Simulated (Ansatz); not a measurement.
**WS2 (Tungstenite) under changes of volume**

One of the cells (18.245 Å³/atom); the others are scaled copies at fixed shape and fractional positions:

```
W S
1.0
     3.18000    0.00000    0.00000
    -1.59000    2.75396    0.00000
     0.00000    0.00000   12.50000
W S
2 4
Direct
  0.66667 0.33333 0.75000
  0.33333 0.66667 0.25000
  0.66667 0.33333 0.37500
  0.33333 0.66667 0.87500
  0.66667 0.33333 0.12500
  0.33333 0.66667 0.62500
```

| Item | Value |
| --- | --- |
| Program | Ansatz 0.2.0 |
| Functional | RPBE |
| Dispersion | D3(BJ) |
| Potentials or basis | Ansatz PAW |
| Cutoff | 420 eV (not typed: the program's choice for these potentials) |
| k mesh | 10 × 10 × 3 |
| Occupations | fermi-dirac, width 0.05 eV |
| Spin | no spin polarisation |

```tsv
volume (Å³/atom)	energy over the lowest point (meV/atom)	pressure (GPa)	gap on the mesh (eV)	largest force (eV/Å)
17.150	0.00	-4.4	1.11	0.897
17.515	?	?	?	?
17.880	36.24	-11.2	1.15	0.048
18.245	65.10	-14.1	1.17	0.330
18.610	100.10	-16.6	1.19	0.680
18.975	140.55	-18.9	1.20	1.004
19.340	185.86	-20.9	1.21	1.305
```

Task: What does the run at 17.515 Å³/atom give?

Result: Energy over the lowest point 14.26 meV/atom; pressure -8.0 GPa; gap on the mesh 1.13 eV; largest force 0.456 eV/Å.

Worked out: A Birch-Murnaghan fit of order 3 (a polynomial in V^(-2/3)) to the other rows has its minimum at 16.75 Å³/atom, just outside them, with B0 = V·E''(V) = 198 GPa and B' = 4.3 at fixed shape and positions, which overstates the stiffness. It gives 14.26 meV/atom at 17.515 Å³/atom, against the run's 14.26, and -dE/dV = -8.0 GPa, against -8.0. A straight line through the other rows of the gap, of slope 0.851 eV per unit of ln V, gives 1.13 eV, against the run's 1.13.

Energies are extrapolated to zero smearing.

Caveats: odd divisions of the mesh miss points on the zone boundary, where band edges often lie, so the gap on the mesh can be too wide; spin-orbit coupling is left out, which moves the levels of the heavy elements; the PAW data sets come from PBE, with cores solved anew for the run's functional, which leaves a small shift of forces and pressure; forces of over 1 eV/Å show positions far from the minimum, so gaps and moduli don't describe the material at rest (some runs).

A mesh can miss the band edges.
